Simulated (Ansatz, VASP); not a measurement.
# ZnO: VASP beside Ansatz, part 2 of 2

Wanted: the spread between two codes on one cell, functional and k mesh. The cell is taken from a series of VASP runs on this material, whose earlier steps may have relaxed, scaled or displaced it; both programs get it as it stands.

VASP 6.6.1 and Ansatz 0.2.0.

So far. Step 4 (Differences): The walks stopped with 0.00 GPa left in Ansatz and -0.03 GPa in VASP; each walk ends within a tolerance, so the volume difference is uncertain by about these residues over the bulk modulus, most in soft cells.

## Step 5: Ansatz: zone-centre phonons, LDA, volume scaled by 0.98

Level of this step: Ansatz beside VASP: Kohn-Sham DFT, plane waves, LDA (Ansatz).

Second derivatives magnify differences that forces hide, and they need a tight electronic threshold. The cell compared in this pair holds 44.76 Å³, against 45.67 Å³ for the pair before.

The cell is a member of a volume series, scaled by 0.98 from a relaxed one, so a pressure remains.

File input.yaml:

```yaml
crystal:
  lattice:
    - [3.1738046632, 0.0, 0.0]
    - [-1.5869023316, 2.7485954625, 0.0]
    - [0.0, 0.0, 5.1304135668]
  atoms:
    - { symbol: Zn, position: [0.33333333, 0.66666667, 0.5002788034] }
    - { symbol: Zn, position: [0.66666667, 0.33333333, 0.0002788034] }
    - { symbol: O, position: [0.66666667, 0.33333333, 0.3787311966] }
    - { symbol: O, position: [0.33333333, 0.66666667, 0.8787311966] }
hamiltonian:
  xc: lda
  pseudopotentials: { kind: paw }
kpoints:
  mp_grid: { grid: [14, 14, 8] }
scf:
  occupations: { method: fixed }
phonons:
  method: dfpt
  qpoints: [[0, 0, 0]]
  dielectric: true
  rigid_motions: translations
```

Run with:

```bash
$ ansatz run input.yaml --threads 4 --pin off --max-ram 9216MiB --backend cpu --events-out ev --progress --plain --runs-dir out
```

Numbers of over 12 decimals in the logs are rounded to 6 here.

Log:

```text
[...]
Crystal: 4 atoms, lattice volume = 44.755 Å³
Basis set: ecut = 420 eV, 881 PW (Γ), exchange–correlation on 48×48×72 points (8 copies of the dense FFT grid, shifted against one another)
Bands: 22, of which v1, the nominal top of the filled ones, is band 18 counted from 1 (17 counted from 0)
Symmetry: 12 space group operations
k-points: 429 of 1568 (irreducible under 2 space group operations, time reversal used)
[...]
419.11      2            30.9064
        452.45      2             0.0000
        560.05      1            16.3180
        562.70      1             0.0000
--- Phonons (arbitrary-q DFPT): 1 explicit q-point ---
  q = [0, 0, 0] (of the zone-centre solve; hermiticity 1.10e-6, symmetrization 6.36e-7): -0.00 -0.00 0.00 87.87 87.87 263.89 400.46 419.11 419.11 452.45 452.45 562.70
  sum rule: each row above includes the acoustic sum rule's correction from the zone centre's row sums; it moved no ω² by more than (0.47 cm⁻¹)²
[key lines of the parts left out:]
SCF converged after 10 iterations
Free energy (F): -7603.936232 eV
Fermi energy:    7.737643 eV
```

Elapsed: 2.7 min, on 4 threads of Arm Neoverse V1, shared host; peak memory 2.8 GiB; 11 min of CPU time.

## Step 6: VASP: zone-centre phonons, LDA, volume scaled by 0.98

The same cell, functional (in two slightly different forms) and mesh now go to VASP, with its own data sets and cutoff.

File INCAR:

```
SYSTEM = ZnO
PREC = Accurate
ENCUT = 560
EDIFF = 1E-08
NELM = 100
ISMEAR = 0
SIGMA = 0.03
LREAL = .FALSE.
ALGO = Normal
GGA = CA
NBANDS = 24
LORBIT = 11
LWAVE = .FALSE.
LCHARG = .FALSE.
KPAR = 8
IBRION = 8
LEPSILON = .TRUE.
LPEAD = .TRUE.
ISIF = 2
```

File POSCAR:

```
ZnO
1.0
    3.1738046632      0.0000000000      0.0000000000
   -1.5869023316      2.7485954625      0.0000000000
    0.0000000000      0.0000000000      5.1304135668
Zn O
2 2
Direct
    0.3333333300      0.6666666700      0.5002788034
    0.6666666700      0.3333333300      0.0002788034
    0.6666666700      0.3333333300      0.3787311966
    0.3333333300      0.6666666700      0.8787311966
```

File KPOINTS:

```
Automatic mesh
0
Gamma
14 14 8
0 0 0
```

PAW data sets: Zn and O (LDA family, release 64).

Run with:

```bash
$ mpirun -np 8 vasp_std
```

Log:

```text
[banner, memory and clock lines left out]
running    8 mpi-ranks, on    1 nodes
[...]
[... a notice as in an earlier step ...]

 LDA part: xc-table for (Slater(with rela. corr.)+CA(PZ))
 , standard interpolation
 POSCAR, INCAR and KPOINTS ok, starting setup
[...]
entering main loop
       N       E                     dE             d eps       ncg     rms          rms(c)
DAV:   1     0.288520559559E+03    0.28852E+03   -0.19609E+04  5872   0.235E+03
DAV:   2     0.331442992899E+01   -0.28521E+03   -0.27069E+03  6248   0.444E+02
DAV:   3    -0.238246210995E+02   -0.27139E+02   -0.26933E+02  6736   0.143E+02
DAV:   4    -0.242348389678E+02   -0.41022E+00   -0.41004E+00  6608   0.184E+01
[...]
DAV:  15    -0.211496936550E+02    0.23351E-07   -0.77804E-07  6080   0.683E-03    0.116E-03
DAV:  16    -0.211496936336E+02    0.21417E-07   -0.81596E-08  6920   0.238E-03    0.264E-04
DAV:  17    -0.211496936308E+02    0.28158E-08   -0.28956E-09  3176   0.145E-03
   1 F= -.21149694E+02 E0= -.21149694E+02  d E =-.173273E-13
[...]
RMM:  14    -0.353011384606E+00    0.83827E-07   -0.29916E-08 53942   0.669E-05    0.516E-08
 first order change of Fermi-energy   0.80742E-03
 force on displaced ion       3 direction 1 :  -9.767  -0.000   0.000
 Born effective charge ion    3 direction 1 :  -2.063   0.000   0.000
 Linear response progress:
  Degree of freedom:   4/  4
       N       E                     dE             d eps       ncg     rms          rms(c)
RMM:   1    -0.379481871987E+00   -0.37948E+00    0.57317E-01 17898   0.420E+00
RMM:   2    -0.369514035507E+00    0.99678E-02   -0.10823E-02 11346   0.114E+00    0.348E-01
RMM:   3    -0.370549452591E+00   -0.10354E-02   -0.13821E-03 12302   0.284E-01    0.176E-01
RMM:   4    -0.371667179295E+00   -0.11177E-02   -0.42633E-04 11707   0.134E-01    0.416E-02
[...]
RMM:  14    -0.371695413786E+00    0.42907E-07   -0.68042E-08 13269   0.819E-05    0.761E-07
RMM:  15    -0.371695456720E+00   -0.42934E-07   -0.66243E-08  9379   0.794E-05    0.191E-07
RMM:  16    -0.371695394670E+00    0.62050E-07   -0.63492E-08  8176   0.792E-05    0.652E-08
 first order change of Fermi-energy  -0.27735E+00
 force on displaced ion       3 direction 3 :  -0.000  -0.000 -13.437
 Born effective charge ion    3 direction 3 :   0.000  -0.000  -2.117
 Born effective charges drift removed
 Linear response finished
```

Parts of OUTCAR (step 6):

```text
 POSITION                                       TOTAL-FORCE (eV/Angst)
 -----------------------------------------------------------------------------------
     -0.00000      1.83240      2.56664         0.000000      0.000000      0.002620
      1.58690      0.91620      0.00143         0.000000      0.000000      0.002620
      1.58690      0.91620      1.94305        -0.000000      0.000000     -0.002620
     -0.00000      1.83240      4.50825        -0.000000     -0.000000     -0.002620
 -----------------------------------------------------------------------------------
    total drift:                                0.000004     -0.000001      0.000112

 MACROSCOPIC STATIC DIELECTRIC TENSOR (including local field effects in DFT)
 ------------------------------------------------------
           4.932120     0.000000    -0.000000
           0.000000     4.932120     0.000000
           0.000000     0.000000     4.982802
 ------------------------------------------------------

 MACROSCOPIC STATIC DIELECTRIC TENSOR IONIC CONTRIBUTION
 ------------------------------------------------------
           3.932103    -0.000000    -0.000000
          -0.000000     3.932103     0.000000
          -0.000000     0.000000     4.527515
 ------------------------------------------------------

[... 1 further part left out ...]
```

With a direct gap this small, the dielectric response converges slowly with the mesh, so tensor and charges are uncertain; a mesh that holds the point of the least gap tends to give too large a tensor.

## Step 7: Differences

Both answers:

| quantity | Ansatz | VASP | difference |
| --- | --- | --- | --- |
| ε∞ xx | 5.02 | 4.93 | +1.80 % |
| ε∞ yy | 5.02 | 4.93 | +1.80 % |
| ε∞ zz | 5.07 | 4.98 | +1.82 % |
| Born charge of Zn1 (mean of the diagonal) (e) | 2.09 | 2.08 | +0.01 |
| Born charge of O3 (mean of the diagonal) (e) | -2.09 | -2.08 | -0.01 |
| optical mode 1 to 2 (cm⁻¹) | 87.9 | 85.4 | +2.85 % |
| optical mode 3 (cm⁻¹) | 263.9 | 266.3 | -0.90 % |
| optical mode 4 (cm⁻¹) | 400.5 | 412.0 | -2.81 % |
| optical mode 5 to 6 (cm⁻¹) | 419.1 | 430.2 | -2.57 % |
| optical mode 7 to 8 (cm⁻¹) | 452.4 | 464.2 | -2.53 % |
| optical mode 9 (cm⁻¹) | 562.7 | 571.2 | -1.49 % |

Modes are paired by rising frequency and degeneracy, not by their patterns, so a pair may still set unlike modes beside each other.

## Step 8: What came out

| Quantity | Value |
| --- | --- |
| difference in volume (relaxation of cell and atoms, LDA) | -0.76 % |
| r.m.s. difference of the optical zone-centre modes, each program's sorted by frequency (zone-centre phonons, LDA, volume scaled by 0.98) | 9.1 cm⁻¹ |
| difference in optical mode 1 to 2 (zone-centre phonons, LDA, volume scaled by 0.98) | +2.9 % |

In words: The difference in volume is -0.76 % (relaxation of cell and atoms, LDA), within the 1.2 % picked in this series as the mark of a large difference, as far as the stopping tolerances let one tell. Among the rows given in per cent, the largest difference of the zone-centre phonons, LDA, volume scaled by 0.98 pair is in optical mode 1 to 2, +2.9 %. Such differences can come from data sets, numerical settings and the points named under the comparisons, not from the functional's error against experiment.

[Lines on the potential files, build, host, timing and source positions are cut from VASP's logs without a mark.]

[Logs are printed without paths, hosts, clocks, repeated set-up lines and the standing remarks that a program may print on its own settings, such as how far it seeks lower states.]

[Hosts, paths, dates, database ids (printed as entryN), source tags and the programs' standing remarks are cut or masked in the printed files.]
